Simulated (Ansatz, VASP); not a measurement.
# Os in VASP and in Ansatz

The input INCAR:

```
PREC     = Accurate       # precision mode
ENCUT    = 600            # plane-wave cutoff, eV
EDIFF    = 1E-6           # SCF threshold, eV
ISMEAR   = 0              # smearing method
SIGMA    = 0.1            # smearing width, eV
LREAL    = F              # projectors in reciprocal space
LASPH    = T              # aspherical terms in the spheres
NELM     = 100            # most SCF steps
ALGO     = Normal         # electronic algorithm
ISIF     = 3              # what is computed and relaxed
LWAVE    = F              # write WAVECAR
LCHARG   = F              # write CHGCAR
GGA      = CA             # functional
IBRION   = 2              # ionic algorithm
NSW      = 100            # ionic steps
EDIFFG   = -0.002         # ionic threshold
```

The input KPOINTS:

```
regular mesh
0
Gamma
  20 20 20
```

The input POSCAR:

```
Os
1.0
   -1.5182944859      1.5182944859      1.5182944859
    1.5182944859     -1.5182944859      1.5182944859
    1.5182944859      1.5182944859     -1.5182944859
Os
1
Direct
    0.0000000000      0.0000000000      0.0000000000
```

Input for Ansatz:

```yaml
crystal:
  lattice:
    - [-1.5182944859, 1.5182944859, 1.5182944859]
    - [1.5182944859, -1.5182944859, 1.5182944859]
    - [1.5182944859, 1.5182944859, -1.5182944859]
  atoms:
    - { symbol: Os, position: [0.0, 0.0, 0.0] }
basis:
  ecutwfc: 420
kpoints:
  mp_grid: { grid: [20, 20, 20] }
hamiltonian:
  xc: lda
  pseudopotentials: { kind: paw, azcp: { folder: soft_1 } }
scf:
  occupations: { method: gaussian, width: 0.1 }
output:
  forces: true
  stress: true
  eigenvalues: true
relax:
  adjacent_minimum: "off"
  f_tol: 0.002
  max_steps: 80
  cell: { stress_tol: 0.02 }
```

This isn't the form of Os at room conditions, which is hcp.

Alike in both runs: task relaxation of cell and atoms; functional LDA; k mesh 20 × 20 × 20; occupations gaussian, width 0.1 eV; no spin polarisation.

|  | VASP | Ansatz |
| --- | --- | --- |
| version | VASP 6.6.1 | Ansatz 0.2.0 |
| potentials or method | VASP PAW LDA potentials, release 64 (Os) | scalar-relativistic, plane waves, PAW |
| plane-wave cutoff (eV) | 600 | 420 |
| valence electrons in the cell | 8 | 16 |

|  | VASP | Ansatz | Ansatz less VASP |
| --- | --- | --- | --- |
| gap on the k mesh at the Fermi level, each at its own relaxed structure (eV) | none | none | - |
| relaxed volume (Å³/atom) | 14.19 | 14.14 | -0.044 |
| relaxed cell length with the largest relative difference (Å) | 2.641 | 2.639 | -0.0027 |
| energy change over the relaxation (meV/atom) | -3 | -2 | +1.4 |

A gap of «none» marks a metal or a gap that the smearing closes. The two sets of potentials don't hold the same shells in valence. Ansatz warned: «pseudo_functional_mismatch».

Spin-orbit coupling is left out, which matters for the levels of Os.
